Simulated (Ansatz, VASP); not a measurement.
**Al2Pt: VASP beside Ansatz**

```
CELL_PARAMETERS angstrom
-0.05910 2.95500 2.95500
2.95500 -0.05910 2.95500
2.89590 2.89590 0.00000
ATOMIC_POSITIONS crystal
Pt 0.00000 0.00000 0.00000
Al 0.75000 0.75000 0.75000
Al 0.25000 0.25000 0.25000
```

Alike in both runs: task single point; functional PBEsol; k mesh 7 × 7 × 7; occupations fermi-dirac, width 0.05 eV; no spin polarisation.

|  | VASP | Ansatz |
| --- | --- | --- |
| version | VASP 6.6.1 | Ansatz 0.2.0 |
| potentials or method | VASP PAW PBE potentials, release 64 (Pt, Al) | Ansatz PAW |
| plane-wave cutoff (eV) | 520 | 420 |
| valence electrons in the cell | 16 | 24 |

```tsv
	VASP	Ansatz	Ansatz less VASP
gap on the k mesh at the Fermi level (eV)	none	none	-
pressure (GPa)	-0.8	-0.7	+0.05
largest component of the traceless stress (GPa)	3.13	3.11	-0.022
rms of the force components (eV/Å)	0.158	0.156	-0.0012
```

Atom by atom the forces differ by 0.001 eV/Å (rms over components). A gap of «none» marks a metal or a gap that the smearing closes. The two sets of potentials don't hold the same shells in valence.

Caveats: the PAW data sets were made with another functional, which shifts forces and pressure a little (VASP); the PAW data sets come from PBE, with cores solved anew for the run's functional, which leaves a small shift of forces and pressure (Ansatz). The runs have no spin-orbit coupling, so splittings on Pt are missing.
